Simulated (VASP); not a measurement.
A run of VASP 6.6.1:

File INCAR:

```
SYSTEM = GaN
ALGO     = Normal         ! electronic algorithm
EDIFF    = 1E-7           ! SCF threshold, eV
EDIFFG   = -0.01          ! ionic threshold
ENCUT    = 520            ! plane-wave cutoff, eV
GGA      = PE             ! functional
IBRION   = 2              ! ionic algorithm
ISIF     = 3              ! what is computed and relaxed
ISMEAR   = 0              ! smearing method
LASPH    = .TRUE.         ! aspherical terms in the spheres
LCHARG   = .FALSE.        ! write CHGCAR
LREAL    = .FALSE.        ! projectors in reciprocal space
LWAVE    = .FALSE.        ! write WAVECAR
NELM     = 60             ! most SCF steps
NSW      = 60             ! ionic steps
PREC     = Accurate       ! precision mode
SIGMA    = 0.03           ! smearing width, eV
```

KPOINTS

```
k-points
0
G
  8 8 5
  0 0 0
```

POSCAR

```
GaN
1.0
    3.1900000000      0.0000000000      0.0000000000
   -1.5950000000      2.7626210381      0.0000000000
    0.0000000000      0.0000000000      5.1900000000
Ga N
2 2
Direct
    0.3333333333      0.6666666667      0.0000000000
    0.6666666667      0.3333333333      0.5000000000
    0.3333333333      0.6666666667      0.3770000000
    0.6666666667      0.3333333333      0.8770000000
```

Potentials or basis: VASP PAW PBE potentials, release 64 (Ga_d, N).

Launch:

```console
$ cat potpaw_PBE.64/Ga_d/POTCAR potpaw_PBE.64/N/POTCAR > POTCAR
$ mpirun -np 1 vasp_std > vasp.out
```

Hardware: 1 thread of Intel(R) Xeon(R) 6975P-C (Granite Rapids) (shared host).

Task: Estimate the wall time of this run.

Result: It took 41 s on 1 thread of Intel(R) Xeon(R) 6975P-C (Granite Rapids) (shared host), peak memory 0.17 GiB. Counts: scf iterations 37, k points 30, ion steps 3.
